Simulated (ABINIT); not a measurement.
# Te2Pt (Moncheite) (P-3m1) in ABINIT: single point with PBE

Aim: the single point of Te2Pt (Moncheite) with PBE.

All numbers are computed with ABINIT 10.8.3 (patched build); they aren't measurements. Logs are shortened: lines on timing, memory, paths and dates and some standing lists are left out, and cuts for length are marked. The log counts tension as positive stress, the text compression.

## 1. The structure

Symmetry: P-3m1, No. 164, trigonal system. Conventional cell: a = 4.010 Å, b = 4.010 Å, c = 5.201 Å, α = 90.00°, β = 90.00°, γ = 120.00°. Pt (site symmetry -3m) has 6 Te at 2.66 Å as nearest neighbours. Around Te (site symmetry 3m) lie 3 Pt at 2.66 Å.

## 2. Single point, PBE

Contents of run.abi:

```
# Pseudopotentials
pp_dirpath "./"
pseudos "Pt.upf, Te.upf"

# Structure
acell 3*1.0 Angstrom
rprim
     4.0100000000     0.0000000000     0.0000000000
    -2.0050000000     3.4727618692     0.0000000000
     0.0000000000     0.0000000000     5.2010000000
ntypat 2
znucl 78 52
natom 3
typat 1 2 2
xcart
     0.0000000000     0.0000000000     0.0000000000
     3.7889008803     2.1875229427     7.3713491806
    -0.0000000004     4.3750458861     2.4571163935

# Plane-wave basis
ecut 952.398519 eV

# k points
kptopt 1
ngkpt 6 6 4
nshiftk 1
shiftk 0.0 0.0 0.0

# Exchange and correlation
ixc 11

# Bands and occupations
nband 30
occopt 3
tsmear 0.05 eV

# SCF cycle
nstep 100
tolvrs 1.0e-10

# Output
iomode 3
prtwf 0
prtden 0
prteig 0
prtebands 0
enunit 2
```

Potentials or basis: PseudoDojo NC SR PBE v0.4.1 standard.

Command:

```sh
> abinit run.abi > log 2>&1
```

run.abo:

```text
.Version 10.8.3 of ABINIT
 Symmetries : space group P-3 m 1 (#164); Bravais hP (primitive hexag.)
================================================================================
 Values of the parameters that define the memory need of the present run
     intxc =       0    ionmov =       0      iscf =       7    lmnmax =       8
     lnmax =       8     mgfft =      54  mpssoang =       4    mqgrid =    3001
     natom =       3  nloc_mem =       1    nspden =       1   nspinor =       1
    nsppol =       1      nsym =      12    n1xccc =    2501    ntypat =       2
    occopt =       3   xclevel =       2
       mpw =        4866          nfft =      109350          nkpt =          24
================================================================================
================================================================================

--------------------------------------------------------------------------------
------------- Echo of variables that govern the present computation ------------
--------------------------------------------------------------------------------
 -outvars: echo values of preprocessed input variables --------
            acell      1.8897261259E+00  1.8897261259E+00  1.8897261259E+00 Bohr
              amu      1.95080000E+02  1.27600000E+02
             ecut      3.50000000E+01 Hartree
           enunit           2
              ixc          11
         kptrlatt        6    0    0      0    6    0      0    0    4
          kptrlen      3.93138623E+01
            natom           3
            nband          30
            ngfft          45      45      54
             nkpt          24
            nstep         100
             nsym          12
           ntypat           2
           occopt           3
           prtden           0
        prtebands           0
           prteig           0
            prtwf           0
            rprim      4.0100000000E+00  0.0000000000E+00  0.0000000000E+00
                      -2.0050000000E+00  3.4727618692E+00  0.0000000000E+00
                       0.0000000000E+00  0.0000000000E+00  5.2010000000E+00
          spgroup         164
           tolvrs      1.00000000E-10
           tsmear      1.83746611E-03 Hartree
            typat      1  2  2
           xangst      0.0000000000E+00  0.0000000000E+00  0.0000000000E+00
                       2.0050000000E+00  1.1575872897E+00  3.9007499991E+00
                      -3.8753575788E-16  2.3151745795E+00  1.3002500009E+00
            xcart      0.0000000000E+00  0.0000000000E+00  0.0000000000E+00
                       3.7889008824E+00  2.1875229444E+00  7.3713491840E+00
                      -7.3233644639E-16  4.3750458889E+00  2.4571163969E+00
             xred      0.0000000000E+00  0.0000000000E+00  0.0000000000E+00
[... 129 lines left out ...]
 cartesian forces (hartree/bohr) at end:
    1     -0.00000000000000    -0.00000000000000     0.00000000000000
    2      0.00000000000000     0.00000000000000    -0.02147900724237
    3      0.00000000000000    -0.00000000000000     0.02147900724237
 frms,max,avg= 1.0125301E-02 2.1479007E-02   0.000E+00  0.000E+00  0.000E+00 h/b

 cartesian forces (eV/Angstrom) at end:
    1     -0.00000000000000    -0.00000000000000     0.00000000000000
    2      0.00000000000000     0.00000000000000    -1.10449496049072
    3      0.00000000000000    -0.00000000000000     1.10449496049072
 frms,max,avg= 5.2066392E-01 1.1044950E+00   0.000E+00  0.000E+00  0.000E+00 e/A
 length scales=  1.889726125908  1.889726125908  1.889726125908 bohr
              =  1.000000000000  1.000000000000  1.000000000000 angstroms
 Fermi (or HOMO) energy (hartree) =   0.32674   Average Vxc (hartree)=  -0.41670
 Eigenvalues (hartree) for nkpt=  24  k points:
 kpt#   1, nband= 30, wtk=  0.00694, kpt=  0.0000  0.0000  0.0000 (reduced coord)
  -3.33071   -1.64771   -1.64771   -1.64315   -1.05927   -1.05927   -1.05881   -1.05881
  -1.05876   -1.05875   -1.05875   -1.05862   -1.05831   -1.05831   -0.20122   -0.07035
   0.07114    0.10068    0.10068    0.17733    0.17733    0.22431    0.30356    0.30356
   0.36805    0.36805    0.37505    0.42520    0.48665    0.54169
      occupation numbers for kpt#   1
   2.00000    2.00000    2.00000    2.00000    2.00000    2.00000    2.00000    2.00000
   2.00000    2.00000    2.00000    2.00000    2.00000    2.00000    2.00000    2.00000
   2.00000    2.00000    2.00000    2.00000    2.00000    2.00000    1.99999    1.99999
   0.00000    0.00000    0.00000    0.00000    0.00000    0.00000
 prteigrs : prtvol=0 or 1, do not print more k-points.

 Fermi (or HOMO) energy (eV) =   8.89102   Average Vxc (eV)= -11.33900
 Eigenvalues (   eV  ) for nkpt=  24  k points:
 kpt#   1, nband= 30, wtk=  0.00694, kpt=  0.0000  0.0000  0.0000 (reduced coord)
 -90.63323  -44.83640  -44.83640  -44.71242  -28.82416  -28.82416  -28.81179  -28.81179
 -28.81029  -28.81008  -28.81008  -28.80647  -28.79809  -28.79809   -5.47541   -1.91425
   1.93590    2.73972    2.73972    4.82543    4.82543    6.10382    8.26041    8.26041
  10.01525   10.01525   10.20555   11.57032   13.24238   14.74017
 prteigrs : prtvol=0 or 1, do not print more k-points.

--- !EnergyTerms
iteration_state     : {dtset: 1, }
comment             : Components of total free energy in Hartree
kinetic             :  1.51535721996841E+02
hartree             :  8.20158291953683E+01
xc                  : -7.31500195505163E+01
Ewald energy        : -2.07669372375369E+02
psp_core            :  1.02289897825163E+01
local_psp           : -2.52232154283475E+02
non_local_psp       : -5.10723303871272E+01
internal            : -3.40343335621762E+02
'-kT*entropy'       : -2.64404950224010E-04
total_energy        : -3.40343600026712E+02
total_energy_eV     : -9.26122115667452E+03
band_energy         : -3.50479766704597E+01
...

 Cartesian components of stress tensor (hartree/bohr^3)
  sigma(1 1)= -2.96871664E-04  sigma(3 2)=  0.00000000E+00
  sigma(2 2)= -2.96871664E-04  sigma(3 1)=  0.00000000E+00
  sigma(3 3)= -2.42455350E-04  sigma(2 1)=  0.00000000E+00

-Cartesian components of stress tensor (GPa)         [Pressure=  8.2006E+00 GPa]
- sigma(1 1)= -8.73426591E+00  sigma(3 2)=  0.00000000E+00
- sigma(2 2)= -8.73426592E+00  sigma(3 1)=  0.00000000E+00
- sigma(3 3)= -7.13328268E+00  sigma(2 1)=  0.00000000E+00

== END DATASET(S) ==============================================================
================================================================================

 -outvars: echo values of variables after computation  --------
            acell      1.8897261259E+00  1.8897261259E+00  1.8897261259E+00 Bohr
           etotal     -3.4034360003E+02
            fcart     -1.4222585024E-28 -8.2007283041E-29  1.1564823173E-18
                       4.6267355315E-32  1.6409470349E-28 -2.1479007242E-02
                       1.4217958288E-28 -8.2087420451E-29  2.1479007242E-02
            rprim      4.0100000000E+00  0.0000000000E+00  0.0000000000E+00
                      -2.0050000000E+00  3.4727618692E+00  0.0000000000E+00
                       0.0000000000E+00  0.0000000000E+00  5.2010000000E+00
           strten     -2.9687166415E-04 -2.9687166444E-04 -2.4245535017E-04
                       0.0000000000E+00  0.0000000000E+00  0.0000000000E+00
           xangst      0.0000000000E+00  0.0000000000E+00  0.0000000000E+00
                       2.0050000000E+00  1.1575872897E+00  3.9007499991E+00
                      -3.8753575788E-16  2.3151745795E+00  1.3002500009E+00
             xred      0.0000000000E+00  0.0000000000E+00  0.0000000000E+00
                       6.6666666667E-01  3.3333333333E-01  7.4999999983E-01
                       3.3333333333E-01  6.6666666667E-01  2.5000000017E-01
 Calculation completed.
```

It took 2.7 min on 1 thread of Arm Neoverse V1, shared host; peak memory 0.13 GiB.

Results:

* Free energy: -9261.2212 eV
* Largest force: 1.104 eV/Å
* Band gap on the k mesh: none (metal or under the smearing width)
* Valence electrons inside the program's atomic spheres: Pt 14.53; Te 11.92

Forces in eV/Å, atoms in the order of the input:
```
Pt   0.000  0.000  0.000
Te   0.000  0.000 -1.104
Te   0.000  0.000  1.104
```

Levels at points of the mesh, in eV from the Fermi level:
```tsv
k point	band 22	band 23	band 24	band 25	band 26	band 27	band 28	band 29
(0.00, 0.00, 0.00)	-2.79	-0.63	-0.63	1.12	1.12	1.31	2.68	4.35
(0.50, 0.00, 0.00)	-3.73	-3.62	-3.53	-2.96	0.20	2.57	3.67	5.28
(0.00, 0.00, 0.50)	-2.37	-1.40	-1.21	-1.21	2.24	2.24	4.02	4.96
(0.50, 0.00, 0.50)	-3.70	-3.41	-2.74	-0.84	0.58	1.36	4.26	4.26
```

Caveat: the cutoff is too short for stress, so the log's stress isn't used; forces of over 1 eV/Å show positions far from the minimum, so gaps and moduli don't describe the material at rest.
